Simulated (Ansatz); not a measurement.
# C (Fd-3m) in Ansatz: further runs

One crystal, C, is run at these levels: revPBE, PBEsol, LDA; tasks: band structure, Born charges and dielectric tensor, single point, equation of state.

Program: Ansatz 0.2.0. These are calculated values, not measurements. Logs are shortened: lines on timing, memory, paths and dates and some standing lists are left out, and cuts for length are marked.

**The experiment to reproduce.**

From “Equation of state of cubic boron nitride at high pressures and temperatures”, 2007, arxiv:cond-mat/0702656, for a bulk crystal of C: bulk modulus 442 ± 5 GPa.

How close the calculation comes is told below.

**1. The structure**

The structure is cubic, space group Fd-3m (No. 227). The conventional cell has a = 3.567 Å, b = 3.567 Å, c = 3.567 Å, α = 90.00°, β = 90.00°, γ = 90.00°. C (site symmetry -43m) has 4 C at 1.54 Å as nearest neighbours.

This isn't the form of C at room conditions, which is graphite.

**2. Band structure, revPBE**

Input file input.yaml:

```yaml
crystal:
  lattice:
    - [0.0, 1.78337, 1.78337]
    - [1.78337, 0.0, 1.78337]
    - [1.78337, 1.78337, 0.0]
  atoms:
    - { symbol: C, position: [0.75, 0.75, 0.75] }
    - { symbol: C, position: [0.5, 0.5, 0.5] }
hamiltonian:
  xc: revpbe
  pseudopotentials: { kind: paw }
kpoints:
  mp_grid: { grid: [13, 13, 13] }
  band_path:
    path:
      - [[0.0, 0.0, 0.0], [0.5, 0.0, 0.5], [0.5, 0.25, 0.75], [0.375, 0.375, 0.75], [0.0, 0.0, 0.0], [0.5, 0.5, 0.5], [0.625, 0.25, 0.625], [0.5, 0.25, 0.75], [0.5, 0.5, 0.5], [0.375, 0.375, 0.75]]
      - [[0.625, 0.25, 0.625], [0.5, 0.0, 0.5]]
    npoints: 14
scf:
  occupations: { method: fermi_dirac, width: 0.05 }
  n_extra_bands: 6
output:
  forces: true
  stress: true
  eigenvalues: true
  fatbands: false
```

Potentials or basis: Ansatz PAW.

Launch:

```
$ ansatz run input.yaml --threads 2 --pin off --max-ram 5632MiB --backend cpu --events-out ev --progress --plain --runs-dir out
```

Output:

```text
Warning: RAYON_NUM_THREADS=2 ignored (pool sized by the plan → 2); use --threads N
scf.n_extra_bands = 6 over 4 filled bands (N_el = 8.0): the run solves 10 bands
Engine: ansatz 0.2.0, aarch64-unknown-linux-gnu
Pseudopotentials: kind: paw
Pseudopotential: C, paw, valence charge 4, recommended cutoff 420 eV (normal), C.paw.azcp
Functional definition: revPBE
  parameter kappa = 1.245
  parameter beta = 0.06672455060314922
  exchange = pbe_x(kappa = kappa, mu = beta*pi^2/3)
  correlation = pbe_c(beta = beta)
Crystal: 2 atoms, lattice volume = 11.344 Å³
Basis set: ecut = 420 eV, 229 PW (Γ), exchange–correlation on 36×36×36 points (8 copies of the dense FFT grid, shifted against one another)
Bands: 10, of which v1, the nominal top of the filled ones, is band 4 counted from 1 (3 counted from 0)
Symmetry: 48 space group operations
Space group: Fd-3m (ITA 227), of the structure as read, at distance tolerance 2.2e-5 Å
k-points: 84 of 2197
Non-local potential: C, projectors of the file, l = 0: 2, l = 1: 2, l = 2: 1
PAW form: soft (Blöchl's): semilocal exchange-correlation on the pseudo side does not see the compensation charge
PAW frozen core: C, regenerated for the run's functional, and the local potential with it (the file was generated under x = pbe(κ = 0.804, μ = 0.2195149727645171), c = pbe(β = 0.06672455060314922))
PAW one-centre angular grid: C, 110 points (default); XC on 64 Gauss nodes
Initial density: superposition of atomic densities (neutral atoms: chi_scale 0, normalization atom), corrected by the library's trained network
Initial wavefunctions: pseudopotential atomic-orbital guess
Functional: x = revpbe(κ = 1.245, μ = 0.2195149727645171), c = pbe(β = 0.06672455060314922)
SCF iter   1: F=—  HF=-503.413610 eV  |F-HF|=—  |Δ(HF+E_count)|=         —  Δρ=3.19e-3  dr2=2.56e-4  ethr=1.77e-3  ⟨swp⟩=4.7  Hψ=4890  notcnv=0  defer=2
preconditioner: auto → none  [insulator: Δε(μ)=4.143 eV  Ē_g=23.280 eV  σ=0.050 eV  W_gap=1.00  n_scr=0 (ndim 8)  ℏωp=31.2 eV  f_vac=0.000  D(μ)=0.00/eV (n_scr^D=0)  ε∞_Penn≈2.8]
SCF iter   2: F=—  HF=-503.413729 eV  |F-HF|=—  |Δ(HF+E_count)|=   1.19e-4  Δρ=1.58e-3  dr2=6.25e-5  ethr=3.21e-6  ⟨swp⟩=2.4  Hψ=1815  notcnv=0  defer=49
SCF iter   3: F=—  HF=-503.413801 eV  |F-HF|=—  |Δ(HF+E_count)|=   7.24e-5  Δρ=1.20e-4  dr2=4.02e-7  ethr=7.81e-7  ⟨swp⟩=2.0  Hψ=1018  notcnv=0  defer=49
iter 4 did not close the SCF: its close was put off for the readings that it lacked (scf_convergence_deferred on its scf_iter line)
SCF iter   4: F=-503.413801 eV  HF=-503.413801 eV  |F-HF|=6.28e-9  |Δ(HF+E_count)|=   3.04e-7  Δρ=3.22e-5  dr2=3.29e-8  ethr=5.02e-9  ⟨swp⟩=2.3  Hψ=1030  notcnv=0  defer=49
iter 5 did not close the SCF: its close was put off for the readings that it lacked (scf_convergence_deferred on its scf_iter line)
SCF iter   5: F=-503.413801 eV  HF=-503.413801 eV  |F-HF|=1.81e-10  |Δ(HF+E_count)|=   9.32e-9  Δρ=2.71e-6  dr2=4.93e-10  ethr=4.11e-10  ⟨swp⟩=2.8  Hψ=1035  notcnv=0  defer=49
SCF iter   6: F=-503.413801 eV  HF=-503.413801 eV  |F-HF|=9.49e-12  |Δ(HF+E_count)|=  1.26e-10  Δρ=5.73e-7  dr2=2.42e-11  ethr=6.16e-12  ⟨swp⟩=3.9  Hψ=3432  notcnv=0
SCF 1 converged in 6 iterations: F = -503.413801 eV  dr2 = 2.42e-11
NSCF: frozen V_eff on 142 k-points
SCF converged after 6 iterations
Free energy (F): -503.413801 eV
Harris-Foulkes:  -503.413801 eV  (|F-HF|=9.49e-12)
Internal energy: -503.413801 eV  (E = F + TS)
E sigma→0 (E₀):  -503.413801 eV
Fermi energy:    15.460720 eV
--- Per-component energies (eV) ---
  E_band       = 35.211901
  E_kinetic    = 184.413826
  E_local      = -121.320127  (includes V_loc(G=0)·N_el)
  E_nonlocal   = 52.390742
  E_hartree    = 26.717862
  E_xc         = -97.578031
  E_vxc        = -121.065322  (∫ρ·V_xc dr)
  E_paw        = -200.053391  (= ΣΔE_a)
  E_vpaw       = -12.642914  (= ΣTr[D̂ρ^β])
  E_aug_tail   = 0.000017  (compensation charges beyond the density's cutoff)
  E_ewald      = -347.961363
  E_core_change = -0.023335  (= ΣΔE_core)
  E_smearing   = -0.000000  (= −TS)
  E_closure    = -0.000000  (closes the sum)
  Σ components = -503.413801   (vs F -503.413801, Δ=0.00e0)
--- Forces (eV/Å), atoms counted from 1 ---
  atom   1  C     -0.00000000     0.00000000     0.00000000
  atom   2  C     -0.00000000     0.00000000     0.00000000
  max |Σ_I F_I| component: 7.40e-17 eV/Å
--- Stress (GPa, compression-positive) ---
        6.422175      -0.000000      -0.000000
       -0.000000       6.422175       0.000000
       -0.000000      -0.000000       6.422175
  P = ⅓ Tr σ = 6.4222 GPa (64.222 kbar)
--- Band table (eV; the first three rows and the last of 84) ---
  k-point 0: bands = ["-8.1292", "13.4106", "13.4106", "13.4106", "19.0104", "19.0104", "19.0104", "26.6455", "32.7431", "39.8577"]
  k-point 1: bands = ["-7.9653", "12.3377", "13.1298", "13.1298", "19.3769", "19.3769", "19.6408", "26.7951", "33.0234", "37.9291"]
  k-point 2: bands = ["-7.4752", "10.0591", "12.4976", "12.4976", "20.2066", "20.2066", "20.6573", "27.2313", "33.6468", "36.3537"]
  k-point 83: bands = ["0.5658", "2.0180", "4.7503", "5.7308", "23.6468", "23.7147", "25.4836", "26.8137", "33.8639", "35.6260"]
```

It took 0.81 s on 2 threads of Arm Neoverse V1, shared host; peak memory 0.24 GiB.

Results:

```yaml
Free_energy: -503.4138 eV
Pressure: 6.4 GPa
Band_gap_on_the_k_mesh: 4.14 eV, indirect (least direct gap 5.60 eV)
Band_gap_along_the_path: 4.13 eV, indirect (least direct gap 5.60 eV)
```

Levels at the corners of the path, in eV from the valence-band top:
```tsv
point	band 1	band 2	band 3	band 4	band 5	band 6	band 7	band 8
Γ	-21.54	0.00	0.00	0.00	5.60	5.60	5.60	13.23
X	-12.82	-12.82	-6.32	-6.32	4.76	4.76	16.87	16.87
W	-12.04	-12.04	-8.33	-8.33	10.66	10.66	12.31	12.31
K	-13.05	-11.79	-9.33	-5.38	5.68	10.76	14.41	15.66
Γ	-21.54	0.00	0.00	0.00	5.60	5.60	5.60	13.23
L	-15.77	-13.40	-2.81	-2.81	8.48	8.48	8.79	15.76
U	-13.05	-11.79	-9.33	-5.38	5.68	10.76	14.41	15.66
W	-12.04	-12.04	-8.33	-8.33	10.66	10.66	12.31	12.31
L	-15.77	-13.40	-2.81	-2.81	8.48	8.48	8.79	15.76
K	-13.05	-11.79	-9.33	-5.38	5.68	10.76	14.41	15.66
U	-13.05	-11.79	-9.33	-5.38	5.68	10.76	14.41	15.66
X	-12.82	-12.82	-6.32	-6.32	4.76	4.76	16.87	16.87
```

Caveat: the pressure holds a Pulay correction of +0.9 GPa for the finite cutoff; the PAW data sets come from PBE, with cores solved anew for the run's functional, which leaves a small shift of forces and pressure. A hybrid or GW would open this gap; revPBE tends to underestimate it.

**3. Born charges and dielectric tensor, PBEsol**

Input file input.yaml:

```yaml
crystal:
  lattice:
    - [0.0, 1.78337, 1.78337]
    - [1.78337, 0.0, 1.78337]
    - [1.78337, 1.78337, 0.0]
  atoms:
    - { symbol: C, position: [0.75, 0.75, 0.75] }
    - { symbol: C, position: [0.5, 0.5, 0.5] }
hamiltonian:
  xc: pbesol
  pseudopotentials: { kind: paw }
kpoints:
  mp_grid: { grid: [13, 13, 13] }
scf:
  occupations: { method: fixed }
output:
  eigenvalues: true
dielectric:
  method: response
```

Potentials or basis: Ansatz PAW.

Launch:

```
$ ansatz run input.yaml --threads 2 --pin off --max-ram 5632MiB --backend cpu --events-out ev --progress --plain --runs-dir out
```

Output:

```text
Warning: RAYON_NUM_THREADS=2 ignored (pool sized by the plan → 2); use --threads N
[... 3 set-up lines as earlier in the session ...]
Functional definition: PBEsol
  exchange = pbesol_x
  correlation = pbesol_c
Crystal: 2 atoms, lattice volume = 11.344 Å³
Basis set: ecut = 420 eV, 229 PW (Γ), exchange–correlation on 40×40×40 points (8 copies of the dense FFT grid, shifted against one another)
Bands: 8, of which v1, the nominal top of the filled ones, is band 4 counted from 1 (3 counted from 0)
[... 1 set-up line as earlier in the session ...]
k-points: 196 of 2197 (irreducible under 8 space group operations, time reversal used)
[... 6 set-up lines as earlier in the session ...]
Functional: x = pbesol(κ = 0.804, μ = 0.12345679012345678), c = pbesol(β = 0.046)
SCF iter   1: F=—  HF=-493.334832 eV  |F-HF|=—  |Δ(HF+E_count)|=         —  Δρ=5.28e-3  dr2=2.60e-3  ethr=1.77e-3  ⟨swp⟩=3.9  Hψ=9232  notcnv=0  defer=319
preconditioner: auto → none  [insulator: Δε(μ)=3.992 eV  Ē_g=19.580 eV  n_scr=0 (ndim 8)  ℏωp=31.2 eV  f_vac=0.000  ε∞_Penn≈3.5]
SCF iter   2: F=—  HF=-493.334095 eV  |F-HF|=—  |Δ(HF+E_count)|=   7.37e-4  Δρ=1.92e-3  dr2=3.25e-4  ethr=3.25e-5  ⟨swp⟩=2.0  Hψ=3532  notcnv=0  defer=386
SCF iter   3: F=—  HF=-493.334047 eV  |F-HF|=—  |Δ(HF+E_count)|=   4.71e-5  Δρ=2.41e-4  dr2=2.32e-6  ethr=4.06e-6  ⟨swp⟩=3.0  Hψ=2749  notcnv=0  defer=387
SCF iter   4: F=—  HF=-493.334051 eV  |F-HF|=—  |Δ(HF+E_count)|=   3.17e-6  Δρ=2.14e-5  dr2=3.24e-8  ethr=2.90e-8  ⟨swp⟩=2.0  Hψ=2291  notcnv=0
SCF iter   5: F=—  HF=-493.334050 eV  |F-HF|=—  |Δ(HF+E_count)|=   9.54e-7  Δρ=1.83e-6  dr2=1.02e-10  ethr=4.05e-10  ⟨swp⟩=2.3  Hψ=2403  notcnv=0
[... 28 lines left out ...]
  E_nonlocal   = 53.371219
  E_hartree    = 26.306171
  E_xc         = -96.718894
  E_vxc        = -120.434145  (∫ρ·V_xc dr)
  E_paw        = -190.656714  (= ΣΔE_a)
  E_vpaw       = -13.552795  (= ΣTr[D̂ρ^β])
  E_aug_tail   = 0.000019  (compensation charges beyond the density's cutoff)
  E_ewald      = -347.961363
  E_core_change = 0.042201  (= ΣΔE_core)
  E_smearing   = -0.000000  (= −TS)
  E_closure    = -0.000000  (closes the sum)
  Σ components = -493.334050   (vs F -493.334050, Δ=0.00e0)
--- Band table (eV; the first three rows and the last of 196) ---
  k-point 0: bands = ["-8.2317", "13.2901", "13.2901", "13.2901", "18.8301", "18.8301", "18.8301", "26.6025"]
  k-point 1: bands = ["-8.0674", "12.2158", "13.0076", "13.0076", "19.1976", "19.1976", "19.4628", "26.7358"]
  k-point 2: bands = ["-7.5763", "9.9367", "12.3733", "12.3733", "20.0269", "20.0269", "20.4880", "27.1214"]
  k-point 195: bands = ["0.5201", "1.9734", "4.5506", "5.5380", "23.3152", "23.4459", "25.3480", "26.6209"]
--- Dielectric response (ions clamped): 3 representative field directions + reference, inside a basis on a mesh of 2744 k-points (Σ response iterations 12) ---
  ε∞ (high-frequency dielectric tensor):
        5.885273     0.000000     0.000000
        0.000000     5.885273     0.000000
        0.000000     0.000000     5.885273
  Born effective charges Z* (e; rows j = field, columns β = displacement):
    site 0:
        -0.00000    0.00000   -0.00000
         0.00000   -0.00000   -0.00000
        -0.00000    0.00000    0.00000
    site 1:
         0.00000   -0.00000    0.00000
        -0.00000    0.00000    0.00000
         0.00000   -0.00000    0.00000
  Z* charge neutrality: 5.831e-4 e pre-enforcement
  solved inside a basis spanned on kpoints, on 14×14×14 k-points, its susceptibility summed on 20×20×20: ε∞ is read to err by 1.6e-2, Z* by 4.4e-3 e (field_mesh: kpoints solves on kpoints)
```

It took 15 s on 2 threads of Arm Neoverse V1, shared host; peak memory 0.46 GiB.

Results:

```yaml
Free_energy: -493.3340 eV
Band_gap_on_the_k_mesh: 4.02 eV, indirect (least direct gap 5.54 eV)
Electronic_dielectric_tensor_diagonal: 5.89
Born_charges_mean_of_the_diagonal: C +0.00 e
```

Levels at points of the mesh, in eV from the valence-band top:
| k point | band 1 | band 2 | band 3 | band 4 | band 5 | band 6 | band 7 | band 8 |
| --- | --- | --- | --- | --- | --- | --- | --- | --- |
| (0.00, 0.00, 0.00) | -21.52 | 0.00 | 0.00 | 0.00 | 5.54 | 5.54 | 5.54 | 13.31 |

Electronic dielectric tensor:
```
5.89 0.00 0.00
0.00 5.89 0.00
0.00 0.00 5.89
```

Born effective charge tensors (e):
atom 1, C
```
0.00 0.00 0.00
0.00 0.00 0.00
0.00 0.00 0.00
```
atom 2, C
```
0.00 0.00 0.00
0.00 0.00 0.00
0.00 0.00 0.00
```

Caveat: odd divisions of the mesh miss points on the zone boundary, where band edges often lie, so the gap on the mesh can be too wide; the PAW data sets come from PBE, with cores solved anew for the run's functional, which leaves a small shift of forces and pressure. A k mesh can miss the band edges.

**4. Single point, LDA, 5.33 Å³/atom (volume scaled by 0.94)**

Input file input.yaml:

```yaml
crystal:
  lattice:
    - [0.0, 1.7469644787, 1.7469644787]
    - [1.7469644787, 0.0, 1.7469644787]
    - [1.7469644787, 1.7469644787, 0.0]
  atoms:
    - { symbol: C, position: [0.75, 0.75, 0.75] }
    - { symbol: C, position: [0.5, 0.5, 0.5] }
hamiltonian:
  xc: lda
  pseudopotentials: { kind: paw }
kpoints:
  mp_grid: { grid: [13, 13, 13] }
scf:
  occupations: { method: gaussian, width: 0.05 }
output:
  forces: true
  stress: true
  eigenvalues: true
```

Launch:

```
$ ansatz run input.yaml --threads 2 --pin off --max-ram 5632MiB --backend cpu --events-out ev --progress --plain --runs-dir out
```

It took 0.43 s on 2 threads of Arm Neoverse V1, shared host; peak memory 0.24 GiB.

Results (log left out):

- Free energy: -485.9681 eV
- Pressure: 16.0 GPa
- Band gap on the k mesh: 4.26 eV, indirect (least direct gap 5.72 eV)

Caveat: odd divisions of the mesh miss points on the zone boundary, where band edges often lie, so the gap on the mesh can be too wide; the pressure holds a Pulay correction of +1.3 GPa for the finite cutoff; the PAW data sets come from PBE, with cores solved anew for the run's functional, which leaves a small shift of forces and pressure.

(Continued in part 2 of 2.)
